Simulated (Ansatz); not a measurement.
**WSe3 and its competing phases**

The calculation used DFT PBE, scalar-relativistic, plane waves, PAW (Ansatz 0.2.0). Settings: cutoff 420 eV, Γ-centred meshes spaced at most about 0.3 Å⁻¹, and about 0.25 Å⁻¹ or finer for metals (2π included), Gaussian smearing. No spin polarisation.

Formation energies are uncorrected and refer to the elements' standard structures at the same level.

All energies are static (0 K, no zero-point motion). No dispersion correction is applied, so the spacing and binding between layers, chains or molecules are poorly described (WSe3 P4/mmm, WSe2 P6_3/mmc). These runs have no spin–orbit coupling, which can matter for W. The reference form of Se is held partly by dispersion forces, which this level lacks.

The competitors are the elements and 2 reference phases of this chemical system (from databases or known types: WSe2, WSe3), relaxed at the same level; other known phases may be missing.

The candidate was reached from: random cell.

```
W Se
1.0
     3.02565    0.00000    0.00000
     0.00000    3.02565    0.00000
     0.00000    0.00000   10.62434
W Se
1 3
Cartesian
  1.5128 1.5128 5.3122
  0.0000 0.0000 3.7349
  0.0000 0.0000 6.8894
  0.0000 0.0000 0.0000
```

The lowest competing mixture at this composition:

```
phase         space group             source  share of atoms  ΔE_f (eV/atom)
   Se                   -            element          0.2500           0.000
 WSe2  P6_3/mmc (No. 194)  Materials Project          0.7500          -0.561
```

Task: What are the hull's energy here, the candidate's formation energy and its margin?

Result: The hull lies at -0.421 eV/atom, the weighted sum of the last column. The candidate has 0.045 eV/atom, which is 0.47 eV/atom above it (0.46 eV/atom from unrounded values). The candidate matches no cell in the subsets of the Crystallography Open Database and the Materials Project at hand. A phase this far over the hull is unlikely to be made.
